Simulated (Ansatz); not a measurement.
# GeS: a jump of H

These are results of Ansatz 0.2.0, DFT PBE, scalar-relativistic, plane waves, PAW, not measurements. Run with 420 eV cutoff, 3×3×2 k-mesh, shifted by half a step, Gaussian smearing of 0.02 eV, no spin polarisation.

In a supercell of 16 host sites, interstitial H hops to an equivalent place, moving 1.28 Å between the relaxed ends. Climbing-image nudged elastic band at fixed cell with images 0 (start) to 6 (end), the path measured over all atoms, converged to 0.05 eV/Å; the order of the saddle wasn't checked, and the small cell leaves errors of about a tenth of an eV. Zero-point motion and tunnelling, which matter for H, are left out.

A cell with an odd number of electrons and no spin polarisation is a metal by construction and may be lower with spin.

Command:

```bash
ansatz run input.yaml --threads 4 --pin off --max-ram 10240MiB --backend cpu --events-out ev --progress --plain --runs-dir out
```

Input:

```yaml
crystal:
  lattice:
    - [0.0, -3.6648200634, -4.458243744]
    - [0.0, -3.6648200634, 4.458243744]
    - [-10.7854111416, 0.0, 0.0]
  atoms:
    - { symbol: Ge, position: [0.1895242234, 0.5569650461, 0.1338743566] }
    - { symbol: Ge, position: [0.6925851174, 0.0575051408, 0.1259406039] }
    - { symbol: Ge, position: [0.8246930348, 0.4498617339, 0.8731312777] }
    - { symbol: Ge, position: [0.3014738764, 0.9235072387, 0.8703191296] }
    - { symbol: Ge, position: [0.6926170813, 0.5550318797, 0.3759348013] }
    - { symbol: Ge, position: [0.1928273883, 0.0574368166, 0.3747970647] }
    - { symbol: Ge, position: [0.3167600991, 0.4439947814, 0.6189885502] }
    - { symbol: Ge, position: [0.809542593, 0.9496308709, 0.6271855691] }
    - { symbol: S, position: [0.1255715041, 0.623344188, 0.3547815014] }
    - { symbol: S, position: [0.6234954595, 0.1255399685, 0.3497486234] }
    - { symbol: S, position: [0.8865297886, 0.3807194053, 0.6513673187] }
    - { symbol: S, position: [0.3760851173, 0.8792434905, 0.6517837884] }
    - { symbol: S, position: [0.1250155743, 0.1238890338, 0.1520607301] }
    - { symbol: S, position: [0.6236311937, 0.6260117559, 0.1529543142] }
    - { symbol: S, position: [0.8745717697, 0.8808127035, 0.8497470079] }
    - { symbol: S, position: [0.3904303863, 0.3735377387, 0.8424204179] }
    - { symbol: H, position: [0.3059009243, 0.6189305332, 0.8862242537] }
basis:
  ecutwfc: 420
  xc_grid: 2
kpoints:
  mp_grid: { grid: [3, 3, 2], shift: [0.0, 0.0, 0.5] }
hamiltonian:
  xc: pbe
scf:
  occupations: { method: gaussian, width: 0.02 }
output:
  forces: true
neb:
  images: 5
  f_tol: 0.05
  max_iterations: 70
  order_check: false
  final_atoms:
    - { symbol: Ge, position: [0.1930349539, 0.5604757766, 0.1338743566] }
    - { symbol: Ge, position: [0.6924948592, 0.0574148826, 0.1259406039] }
    - { symbol: Ge, position: [0.8264927613, 0.4485261236, 0.8703191296] }
    - { symbol: Ge, position: [0.3001382661, 0.9253069652, 0.8731312777] }
    - { symbol: Ge, position: [0.6925631834, 0.5571726117, 0.3747970647] }
    - { symbol: Ge, position: [0.1949681203, 0.0573829187, 0.3759348013] }
    - { symbol: Ge, position: [0.3060052186, 0.4332399009, 0.6189885502] }
    - { symbol: Ge, position: [0.8003691291, 0.940457407, 0.6271855691] }
    - { symbol: S, position: [0.126655812, 0.6244284959, 0.3547815014] }
    - { symbol: S, position: [0.6244600315, 0.1265045405, 0.3497486234] }
    - { symbol: S, position: [0.8707565095, 0.3739148827, 0.6517837884] }
    - { symbol: S, position: [0.3692805947, 0.8634702114, 0.6513673187] }
    - { symbol: S, position: [0.1239882441, 0.1263688063, 0.1529543142] }
    - { symbol: S, position: [0.6261109662, 0.6249844257, 0.1520607301] }
    - { symbol: S, position: [0.8691872965, 0.8754282303, 0.8497470079] }
    - { symbol: S, position: [0.3764622613, 0.3595696137, 0.8424204179] }
    - { symbol: H, position: [0.1310694668, 0.4440990757, 0.8862242537] }
```

Course of the band:

```tsv
iteration	largest band force (eV/Å)	climbing image	energies over image 0 (eV)
1	0.399	3	0.000 0.025 0.072 0.106 0.072 0.025 0.000
2	0.132	3	0.000 0.005 0.016 0.034 0.016 0.005 0.000
3	0.211	3	0.000 0.014 0.040 0.058 0.040 0.014 0.000
4	0.154	3	0.000 0.004 0.013 0.031 0.013 0.004 0.000
5	0.096	3	0.000 0.003 0.013 0.026 0.013 0.003 0.000
6	0.084	3	0.000 0.003 0.011 0.026 0.011 0.003 0.000
7	0.081	3	0.000 0.003 0.011 0.024 0.011 0.003 0.000
8	0.053	3	0.000 0.003 0.011 0.022 0.010 0.003 0.000
9	0.038	3	0.000 0.003 0.010 0.022 0.011 0.003 0.000
```

Final band:

| image | path (Å) | E − E(0) (eV) | H x (Å) | H y (Å) | H z (Å) | force on H (eV/Å) |
| --- | --- | --- | --- | --- | --- | --- |
| 0 | 0.00 | 0.000 | -9.558 | -3.389 | 1.396 | 0.02 |
| 1 | 0.24 | 0.003 | -9.503 | -3.197 | 1.346 | 0.02 |
| 2 | 0.49 | 0.010 | -9.471 | -2.990 | 1.287 | 0.03 |
| 3 | 0.73 | 0.022 | -9.465 | -2.765 | 1.234 | 0.03 |
| 4 | 0.99 | 0.011 | -9.467 | -2.523 | 1.280 | 0.03 |
| 5 | 1.24 | 0.003 | -9.502 | -2.306 | 1.343 | 0.02 |
| 6 | 1.50 | 0.000 | -9.558 | -2.108 | 1.396 | 0.02 |

Barrier 0.02 eV. Time: 14 min on 4 threads of Intel(R) Xeon(R) Processor @ 2.50GHz (Skylake/Cascade Lake), with other jobs on the host, peak memory 2.2 GiB.